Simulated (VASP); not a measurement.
# PtS2 (P-3m1) in VASP: a series of runs, part 2 of 2

VASP 6.6.1. The steps go on from the part before.

## (3) Single point, HSE06

POSCAR

```
PtS2
1.0
    3.5432000000      0.0000000000      0.0000000000
   -1.7716000000      3.0685012107      0.0000000000
    0.0000000000      0.0000000000      5.0388000000
Pt S
1 2
Direct
    0.0000000000      0.0000000000      0.0000000000
    0.6666666667      0.3333333333      0.7730000000
    0.3333333333      0.6666666667      0.2270000000
```

INCAR.step1

```
SYSTEM = PtS2
PREC = Accurate
ENCUT = 340
EDIFF = 1E-5
ISMEAR = 0
SIGMA = 0.01
LREAL = .False.
LASPH = .True.
NELM = 100
ALGO = Normal
ISIF = 2
LWAVE = .True.
LCHARG = .False.
NBANDS = 19
NKRED = 1
GGA = PE
```

INCAR.step2

```
SYSTEM = PtS2
PREC = Accurate
ENCUT = 340
EDIFF = 1E-6
ISMEAR = 0
SIGMA = 0.01
LREAL = .False.
LASPH = .True.
NELM = 100
ALGO = Normal
ISIF = 2
LWAVE = .False.
LCHARG = .False.
GGA = PE
LHFCALC = .True.
HFSCREEN = 0.2
PRECFOCK = Fast
NBANDS = 19
NKRED = 1
ISTART = 1
```

KPOINTS

```
Automatic mesh
0
Gamma
  5 5 3
  0 0 0
```

Potentials or basis: VASP PAW PBE potentials, release 64 (Pt, S).

The run is started by

```sh
> cat potpaw_PBE.64/Pt/POTCAR potpaw_PBE.64/S/POTCAR > POTCAR
> cp INCAR.step1 INCAR
> mpirun -np 1 vasp_std > vasp.out
> cp INCAR.step2 INCAR
> mpirun -np 1 vasp_std > vasp.out
```

OUTCAR:

```text
SYSTEM = PtS2
   PREC = Accurate
   ENCUT = 340
   EDIFF = 1E-6
   ISMEAR = 0
   LREAL = .False.
   LASPH = .True.
   NELM = 100
   ISIF = 2
   GGA = PE
   LHFCALC = .True.
   HFSCREEN = 0.2
   PRECFOCK = Fast
   NKRED = 1
   ISTART = 1

 Found     12 irreducible k-points:

 Following reciprocal coordinates:
            Coordinates               Weight
  0.000000  0.000000  0.000000      1.000000
  0.200000  0.000000  0.000000      6.000000
  0.400000  0.000000  0.000000      6.000000
  0.200000  0.200000  0.000000      6.000000
  0.400000  0.200000  0.000000      6.000000
  0.000000  0.000000  0.333333      2.000000
   k-points           NKPTS =     12   k-points in BZ     NKDIM =     75   number of bands    NBANDS=     19
   number of dos      NEDOS =    301   number of ions     NIONS =      3
   total plane-waves  NPLWV =  17280
   dimension x,y,z NGX =    24 NGY =   24 NGZ =   30
   dimension x,y,z NGXF=    48 NGYF=   48 NGZF=   60
   ions per type =               1   2
   NGX,Y,Z   is equivalent  to a cutoff of  11.26, 11.26,  9.90 a.u.
   NGXF,Y,Z  is equivalent  to a cutoff of  22.52, 22.52, 19.80 a.u.
 SYSTEM =  PtS2
   PREC   = accura    normal or accurate (medium, high low for compatibility)
   ISTART =      1    job   : 0-new  1-cont  2-samecut
   ICHARG =      0    charge: 1-file 2-atom 10-const
   ISPIN  =      1    spin polarized calculation?
   LNONCOLLINEAR =      F non collinear calculations
   LSORBIT =      F    spin-orbit coupling
   LASPH  =      T    aspherical Exc in radial PAW
   ENCUT  =  340.0 eV  24.99 Ry    5.00 a.u.   5.33  5.33  7.58*2*pi/ulx,y,z
   NELM   =    100;   NELMIN=  2; NELMDL=  0     # of ELM steps
   EDIFF  = 0.1E-05   stopping-criterion for ELM
   LREAL  =      F    real-space projection
   EDIFFG = 0.1E-04   stopping-criterion for IOM
   NSW    =      0    number of steps for IOM
   IBRION =     -1    ionic relax: 0-MD 1-quasi-New 2-CG
   NFREE  =      0    steps in history (QN), initial steepest desc. (CG)
   ISIF   =      2    stress and relaxation
   ISYM   =      3    0-nonsym 1-usesym 2-fastsym
   POTIM  = 0.5000    time-step for ionic-motion
   TEBEG  =    0.0;   TEEND  =   0.0 temperature during run
[... 18 lines left out ...]
   ENCUT4O =  -1.0   cutoff for four orbital integrals eV
   NKREDX  =     1    reduce k-point grid by
   NKREDY  =     1    reduce k-point grid by
   NKREDZ  =     1    reduce k-point grid by
   AEXX    =    0.2500 exact exchange contribution
   HFSCREEN=    0.2000 screening length (either q_TF or 0.3 A-1)
   HFSCREENC=   0.2000 screening length for correlation (either q_TF or 0.3 A-1)
   ENCUTFOCK=  -1.0 apply spherical cutoff to Coloumb kernel
   IVDW    =     0    specifies the selected vdW correction
   LEPSILON=     F    determine dielectric tensor
   LRPA    =     F    only Hartree local field effects (RPA)
 non-spin polarized calculation
 Gauss-broadening in eV      SIGMA  =   0.01
  energy-cutoff  :      340.00
  volume of cell :       54.78
 maximum number of plane-waves:       801
 NGX is ok and might be reduce to    24
  NGX = 12; NGY = 12; NGZ = 18

 number of electron      21.9999994 magnetization

 Free energy of the ion-electron system (eV)
  ---------------------------------------------------
  ext. energy  EPLUGINS =         0.00000000
  ---------------------------------------------------
  free energy    TOTEN  =       -18.63354126 eV

  energy without entropy =      -18.63354126  energy(sigma->0) =      -18.63354126

 E-fermi :   6.3208     XC(G=0):  -8.7134

 val. band max:        6.2096365898   @ k =   0.0000   0.0000   0.0000
 cond. band min:       8.1273211119   @ k =   0.2000   0.2000   0.0000
 fundamental gap:      1.9176845221
 Fermi energy:         6.3208440824

 k-point     1 :       0.0000    0.0000    0.0000
  band No.  band energies     occupation
      1     -10.9111      2.00000
      2      -7.3632      2.00000
      3      -1.5964      2.00000
      4      -1.5313      2.00000
      5      -1.5312      2.00000
      6       1.4402      2.00000
[... 109 lines left out ...]
      6       1.4197      2.00000
[... 11 lines left out ...]
     18      17.5009      0.00000
     19      18.9195      0.00000

 [... further k-points ...]

------------------------ aborting loop because EDIFF is reached ----------------------------------------

  FORCE on cell =-STRESS in cart. coord.  units (eV):
  Direction    XX          YY          ZZ          XY          YZ          ZX
  --------------------------------------------------------------------------------------
  -------------------------------------------------------------------------------------
  Total        1.9292646      1.9292646      2.4799456      0.0000000      0.0000000      0.0000000
  in kB       56.4226247     56.4226247     72.5276569      0.0000000      0.0000000      0.0000000
  external PRESSURE =      61.7909688 kB  Pullay stress =       0.0000000 kB

 VOLUME and BASIS-vectors are now :
 -----------------------------------------------------------------------------
  energy-cutoff  :      340.00
  volume of cell :       54.78
      direct lattice vectors                 reciprocal lattice vectors
     3.543200000  0.000000000  0.000000000     0.282230752  0.162946001  0.000000000
    -1.771600000  3.068501211  0.000000000     0.000000000  0.325892001  0.000000000
     0.000000000  0.000000000  5.038800000     0.000000000  0.000000000  0.198459951

 POSITION                                       TOTAL-FORCE (eV/Angst)
 -----------------------------------------------------------------------------------
      0.00000      0.00000      0.00000         0.000000      0.000000     -0.000000
      1.77160      1.02283      3.89499        -0.000000      0.000000     -0.858889
     -0.00000      2.04567      1.14381         0.000000      0.000000      0.858889
 -----------------------------------------------------------------------------------
    total drift:                               -0.000000     -0.000000      0.000000

  FREE ENERGIE OF THE ION-ELECTRON SYSTEM (eV)
  ---------------------------------------------------
  free  energy   TOTEN  =       -18.6335412605 eV

  energy  without entropy=      -18.6335412605  energy(sigma->0) =      -18.63354126
```

OUTCAR.step1:

```text
SYSTEM = PtS2
   PREC = Accurate
   ENCUT = 340
   EDIFF = 1E-5
   ISMEAR = 0
   LREAL = .False.
   LASPH = .True.
   NELM = 100
[... 244 lines left out ...]
      0.00000      0.00000      0.00000         0.000000     -0.000000      0.000000
      1.77160      1.02283      3.89499         0.000000     -0.000000     -1.232761
     -0.00000      2.04567      1.14381        -0.000000      0.000000      1.232761
 -----------------------------------------------------------------------------------
    total drift:                                0.000000     -0.000000     -0.000000

  FREE ENERGIE OF THE ION-ELECTRON SYSTEM (eV)
  ---------------------------------------------------
  free  energy   TOTEN  =       -15.2731359552 eV

  energy  without entropy=      -15.2731359552  energy(sigma->0) =      -15.27313596
```

OSZICAR.step1:

```text
N       E                     dE             d eps       ncg     rms          rms(c)
DAV:   1     0.785541422689E+02    0.78554E+02   -0.81475E+03   488   0.717E+02
DAV:   2    -0.131251843540E+02   -0.91679E+02   -0.88168E+02   571   0.176E+02
DAV:   3    -0.166310934726E+02   -0.35059E+01   -0.34824E+01   573   0.346E+01
DAV:   4    -0.166640145464E+02   -0.32921E-01   -0.32913E-01   588   0.380E+00
DAV:   5    -0.166645283997E+02   -0.51385E-03   -0.51383E-03   586   0.441E-01    0.200E+01
DAV:   6    -0.154978958763E+02    0.11666E+01   -0.57338E+00   468   0.228E+01    0.128E+01
DAV:   7    -0.152971610584E+02    0.20073E+00   -0.10848E+00   465   0.100E+01    0.636E+00
DAV:   8    -0.152752201385E+02    0.21941E-01   -0.51523E-02   522   0.169E+00    0.110E+00
DAV:   9    -0.152728521679E+02    0.23680E-02   -0.79544E-03   500   0.854E-01    0.181E-01
DAV:  10    -0.152730744731E+02   -0.22231E-03   -0.95564E-04   592   0.193E-01    0.109E-01
DAV:  11    -0.152731331868E+02   -0.58714E-04   -0.63488E-05   505   0.657E-02    0.272E-02
DAV:  12    -0.152731359552E+02   -0.27684E-05   -0.17110E-05   482   0.376E-02
   1 F= -.15273136E+02 E0= -.15273136E+02  d E =-.235130E-61
```

Run time: 2.1 min. Hardware: 1 thread of AMD EPYC 9R45 (Zen 5), shared host; peak memory 0.22 GiB.

These settings aren't checked as converged: the numbers below hold their error.

What came out:

```
Free energy            : -18.6335 eV
Pressure               : 6.2 GPa
Largest force          : 0.859 eV/Å
Band gap on the k mesh : 1.92 eV, indirect (least direct gap 2.20 eV)
```

Caveat: the PAW data sets were made with another functional, which shifts forces and pressure a little; spin-orbit coupling is left out, which moves the levels of the heavy elements; an odd mesh through Γ misses points on the zone boundary, where band edges often lie.

## (4) Single point, HSE06

POSCAR is that of step 3.

INCAR.step1, as its differences from that of step 3:

```diff
@@ -2,3 +2,3 @@
 PREC = Accurate
-ENCUT = 340
+ENCUT = 400
 EDIFF = 1E-5
```

INCAR.step2, as its differences from that of step 3:

```diff
@@ -2,3 +2,3 @@
 PREC = Accurate
-ENCUT = 340
+ENCUT = 400
 EDIFF = 1E-6
```

KPOINTS is that of step 3.

Potentials or basis: VASP PAW PBE potentials, release 64 (Pt, S).

The run is started by

```sh
> cat potpaw_PBE.64/Pt/POTCAR potpaw_PBE.64/S/POTCAR > POTCAR
> cp INCAR.step1 INCAR
> mpirun -np 1 vasp_std > vasp.out
> cp INCAR.step2 INCAR
> mpirun -np 1 vasp_std > vasp.out
```

OUTCAR:

```text
SYSTEM = PtS2
   PREC = Accurate
   ENCUT = 400
   EDIFF = 1E-6
   ISMEAR = 0
   LREAL = .False.
   LASPH = .True.
   NELM = 100
   ISIF = 2
   GGA = PE
   LHFCALC = .True.
   HFSCREEN = 0.2
   PRECFOCK = Fast
   NKRED = 1
   ISTART = 1

 Found     12 irreducible k-points:

 Following reciprocal coordinates:
            Coordinates               Weight
[... 221 lines left out ...]
 [... further k-points ...]

------------------------ aborting loop because EDIFF is reached ----------------------------------------

  FORCE on cell =-STRESS in cart. coord.  units (eV):
  Direction    XX          YY          ZZ          XY          YZ          ZX
  --------------------------------------------------------------------------------------
  -------------------------------------------------------------------------------------
  Total        2.0248223      2.0248223      2.5685422     -0.0000000      0.0000000      0.0000000
  in kB       59.2172740     59.2172740     75.1187233     -0.0000000      0.0000000      0.0000000
  external PRESSURE =      64.5177571 kB  Pullay stress =       0.0000000 kB

 VOLUME and BASIS-vectors are now :
 -----------------------------------------------------------------------------
  energy-cutoff  :      400.00
  volume of cell :       54.78
      direct lattice vectors                 reciprocal lattice vectors
     3.543200000  0.000000000  0.000000000     0.282230752  0.162946001  0.000000000
    -1.771600000  3.068501211  0.000000000     0.000000000  0.325892001  0.000000000
     0.000000000  0.000000000  5.038800000     0.000000000  0.000000000  0.198459951

 POSITION                                       TOTAL-FORCE (eV/Angst)
 -----------------------------------------------------------------------------------
      0.00000      0.00000      0.00000         0.000000      0.000000     -0.000000
      1.77160      1.02283      3.89499         0.000000      0.000000     -0.860273
     -0.00000      2.04567      1.14381        -0.000000     -0.000000      0.860273
 -----------------------------------------------------------------------------------
    total drift:                                0.000000      0.000000     -0.000000

  FREE ENERGIE OF THE ION-ELECTRON SYSTEM (eV)
  ---------------------------------------------------
  free  energy   TOTEN  =       -18.6365978933 eV

  energy  without entropy=      -18.6365978933  energy(sigma->0) =      -18.63659789
```

It took 3.2 min on 1 thread of AMD EPYC 9R45 (Zen 5), shared host; peak memory 0.23 GiB.

The run converged, but some of its settings lie outside the range that counts as converged, so its numbers aren't taken as properties of the crystal.

Results:

```
Free energy            : -18.6366 eV
Pressure               : 6.5 GPa
Largest force          : 0.860 eV/Å
Band gap on the k mesh : 1.92 eV, indirect (least direct gap 2.20 eV)
```

Caveat: the PAW data sets were made with another functional, which shifts forces and pressure a little; spin-orbit coupling is left out, which moves the levels of the heavy elements; an odd mesh through Γ misses points on the zone boundary, where band edges often lie.

## (5) Single point, HSE06

POSCAR is that of step 4.

INCAR.step1, as its differences from that of step 4:

```diff
@@ -2,3 +2,3 @@
 PREC = Accurate
-ENCUT = 400
+ENCUT = 520
 EDIFF = 1E-5
```

INCAR.step2, as its differences from that of step 4:

```diff
@@ -2,3 +2,3 @@
 PREC = Accurate
-ENCUT = 400
+ENCUT = 520
 EDIFF = 1E-6
```

KPOINTS is that of step 4.

The run is started by

```sh
> cat potpaw_PBE.64/Pt/POTCAR potpaw_PBE.64/S/POTCAR > POTCAR
> cp INCAR.step1 INCAR
> mpirun -np 1 vasp_std > vasp.out
> cp INCAR.step2 INCAR
> mpirun -np 1 vasp_std > vasp.out
```

It took 4.8 min on 1 thread of AMD EPYC 9R45 (Zen 5), shared host; peak memory 0.25 GiB.

The run converged, but some of its settings lie outside the range that counts as converged, so its numbers aren't taken as properties of the crystal.

Results:

- Free energy: -18.6379 eV
- Pressure: 6.5 GPa
- Largest force: 0.862 eV/Å
- Band gap on the k mesh: 1.92 eV, indirect (least direct gap 2.20 eV)

Caveat: the PAW data sets were made with another functional, which shifts forces and pressure a little; spin-orbit coupling is left out, which moves the levels of the heavy elements; an odd mesh through Γ misses points on the zone boundary, where band edges often lie.

## (6) Single point, HSE06

POSCAR is that of step 5.

INCAR.step1, as its differences from that of step 5:

```diff
@@ -2,3 +2,3 @@
 PREC = Accurate
-ENCUT = 520
+ENCUT = 400
 EDIFF = 1E-5
@@ -14,3 +14,3 @@
 NBANDS = 19
-NKRED = 1
+NKRED = 2
 GGA = PE
```

INCAR.step2, as its differences from that of step 5:

```diff
@@ -2,3 +2,3 @@
 PREC = Accurate
-ENCUT = 520
+ENCUT = 400
 EDIFF = 1E-6
@@ -18,3 +18,3 @@
 NBANDS = 19
-NKRED = 1
+NKRED = 2
 ISTART = 1
```

KPOINTS

```
Automatic mesh
0
Gamma
  6 6 4
  0 0 0
```

Potentials or basis: VASP PAW PBE potentials, release 64 (Pt, S).

The run is started by

```sh
> cat potpaw_PBE.64/Pt/POTCAR potpaw_PBE.64/S/POTCAR > POTCAR
> cp INCAR.step1 INCAR
> mpirun -np 1 vasp_std > vasp.out
> cp INCAR.step2 INCAR
> mpirun -np 1 vasp_std > vasp.out
```

It took 1.9 min on 1 thread of AMD EPYC 9R45 (Zen 5), shared host; peak memory 0.24 GiB.

These settings aren't checked as converged: the numbers below hold their error.

What came out:

| Quantity | Value |
| --- | --- |
| Free energy | -18.6749 eV |
| Pressure | 6.2 GPa |
| Largest force | 0.835 eV/Å |
| Band gap on the k mesh | 1.67 eV, indirect (least direct gap 2.30 eV) |

Caveat: the PAW data sets were made with another functional, which shifts forces and pressure a little; spin-orbit coupling is left out, which moves the levels of the heavy elements.

## (7) For comparison

An earlier run on the cell as given: functional PBEsol; potentials or basis VASP PAW PBE potentials, release 64 (Pt, S); cutoff 520 eV; k mesh 9 × 9 × 5; occupations fermi-dirac, width 0.05 eV; no spin polarisation.

* Pressure: 6.1 GPa
* Largest force: 0.930 eV/Å
* Band gap on the k mesh: 0.96 eV, indirect (least direct gap 1.00 eV)
